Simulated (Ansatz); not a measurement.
# C13O: the cost of one run

Computed with Ansatz 0.2.0 (DFT PBEsol, scalar-relativistic, plane waves, PAW, unless a step's input says otherwise).

4 further runs of the same task are left out: 2 that didn't finish, 2 set aside as unsound or not needed.

## (1) The system as given

Symmetry: Pma2, No. 28, orthorhombic system. The conventional cell has a = 2.513 Å, b = 3.554 Å, c = 23.282 Å, α = 90.00°, β = 90.00°, γ = 90.00°. Around C (site symmetry m) lie 3 C at 1.54 Å. Around C (site symmetry m) lie 4 C at 1.54 Å. Around C (site symmetry m) lie 4 C at 1.53 to 1.59 Å. Around C (site symmetry m) lie 4 C at 1.47 to 1.59 Å. C (site symmetry m) has 3 C at 1.43 to 1.47 Å as nearest neighbours.

Coordinates:

```
C
1.0
     2.51292    0.00000    0.00000
     0.00000    3.55381    0.00000
     0.00000    0.00000   23.28231
C
12
Cartesian
  1.2565 0.0000 8.5000
  0.0000 0.8885 8.5000
  0.0000 1.7769 9.7565
  1.2565 2.6654 9.7565
  1.2565 0.0000 11.0129
  0.0000 0.8885 11.0129
  0.0000 1.7812 12.2638
  1.2565 2.6610 12.2638
  1.2565 0.0348 13.5532
  0.0000 0.8536 13.5532
  0.0000 1.8822 14.6076
  1.2565 2.5601 14.6076
```

Miller indices refer to the conventional cell of the relaxed bulk, Fd-3m (No. 227): a = 3.554 Å, b = 3.554 Å, c = 3.554 Å, α = 90.00°, β = 90.00°, γ = 90.00°.

It is a (110) slab, 6.3 Å thick as cut, with 17 Å of vacuum; its outer planes are C (top) and C (bottom). An earlier relaxation, lower half held, gave -2952.9198 eV, work function 5.48 eV (top face), 6.11 eV (bottom face), dipole along +c 0.031 e·Å per cell.

## (2) Start: CO, top (C)

The input, input.yaml:

```yaml
crystal:
  lattice:
    - [2.5129226041, 0.0, 0.0]
    - [0.0, 3.5538092279, 0.0]
    - [0.0, 0.0, 26.4323065103]
  atoms:
    - { symbol: C, position: [0.5, 0.0, 0.3215761741] }
    - { symbol: C, position: [0.0, 0.25, 0.3215761741] }
    - { symbol: C, position: [0.0, 0.5, 0.3691112351] }
    - { symbol: C, position: [0.5, 0.75, 0.3691112351] }
    - { symbol: C, position: [0.5, 0.0, 0.4166462961] }
    - { symbol: C, position: [0.0, 0.25, 0.4166462961] }
    - { symbol: C, position: [0.0, 0.5012213665, 0.4639707316] }
    - { symbol: C, position: [0.5, 0.7487786335, 0.4639707316] }
    - { symbol: C, position: [0.5, 0.0097937655, 0.5127526596] }
    - { symbol: C, position: [0.0, 0.2402062345, 0.5127526596] }
    - { symbol: C, position: [0.0, 0.5296167306, 0.5526411805] }
    - { symbol: C, position: [0.5, 0.7203832694, 0.5526411805] }
    - { symbol: C, position: [0.0, 0.5296167306, 0.6124165164] }
    - { symbol: O, position: [0.0, 0.5296167306, 0.6559238811] }
basis:
  ecutwfc: 420
kpoints:
  mp_grid: { grid: [11, 8, 1] }
hamiltonian:
  xc: pbesol
scf:
  occupations: { method: gaussian, width: 0.05 }
output:
  forces: true
  eigenvalues: true
relax:
  adjacent_minimum: "off"
  f_tol: 0.03
  max_steps: 70
  constraints: [{ sites: [0, 1, 2, 3, 4, 5] }]
efield:
  axis: 3
  dipole_correction: true
  ramp_width: 0.04
```

On the command line:

```console
$ ansatz run input.yaml --threads 1 --pin off --max-ram 2560MiB --backend cpu --events-out ev --progress --plain --runs-dir out
```

What time and memory should one allow on 1 thread of Intel Xeon at 2.50GHz (Skylake/Cascade Lake), shared host?

About 19 min, with a peak of 0.55 GiB.
